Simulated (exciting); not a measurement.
Input of an exciting (release sodium) run:

The input input.xml:

```xml
<input>
  <title>Ca</title>
  <structure speciespath="./" tshift="false">
    <crystal scale="1">
      <basevect>0.000000000000 5.280272737429 5.280272737429</basevect>
      <basevect>5.280272737429 0.000000000000 5.280272737429</basevect>
      <basevect>5.280272737429 5.280272737429 0.000000000000</basevect>
    </crystal>
    <species speciesfile="Ca.xml" rmt="2.2">
      <atom coord="0.000000000000 0.000000000000 0.000000000000"/>
    </species>
  </structure>
  <groundstate do="fromscratch" ngridk="8 8 8" rgkmax="8.5" gmaxvr="14" lmaxapw="10" lmaxmat="10" lmaxvr="8" stype="Gaussian" swidth="0.00367493" nempty="8" ValenceRelativity="iora*" epsengy="1e-05" epspot="1e-05" maxscl="60" tforce="true" outputlevel="normal">
    <libxc exchange="XC_GGA_X_RPBE" correlation="XC_GGA_C_PBE"/>
  </groundstate>
  <properties>
    <chargedensityplot>
      <plot3d>
        <box grid="20 20 20">
          <origin coord="0 0 0"/>
          <point coord="1 0 0"/>
          <point coord="0 1 0"/>
          <point coord="0 0 1"/>
        </box>
      </plot3d>
    </chargedensityplot>
    <elfplot>
      <plot3d>
        <box grid="20 20 20">
          <origin coord="0 0 0"/>
          <point coord="1 0 0"/>
          <point coord="0 1 0"/>
          <point coord="0 0 1"/>
        </box>
      </plot3d>
    </elfplot>
    <exccplot>
      <plot3d>
        <box grid="20 20 20">
          <origin coord="0 0 0"/>
          <point coord="1 0 0"/>
          <point coord="0 1 0"/>
          <point coord="0 0 1"/>
        </box>
      </plot3d>
    </exccplot>
  </properties>
</input>
```

Potentials or basis: all-electron LAPW+lo, shipped species files, valence relativity iora*.

The run is started by

```console
$ OMP_NUM_THREADS=1 exciting_smp
```

Task: Estimate the density of states at the Fermi level.

Result: 1.70 states/eV per cell.

Task: Predict the band gap on the k mesh.

Result: None (metal or under the smearing width).

Caveat: the log's total energy holds no entropy term; the free energy is that total less TS from the occupations.
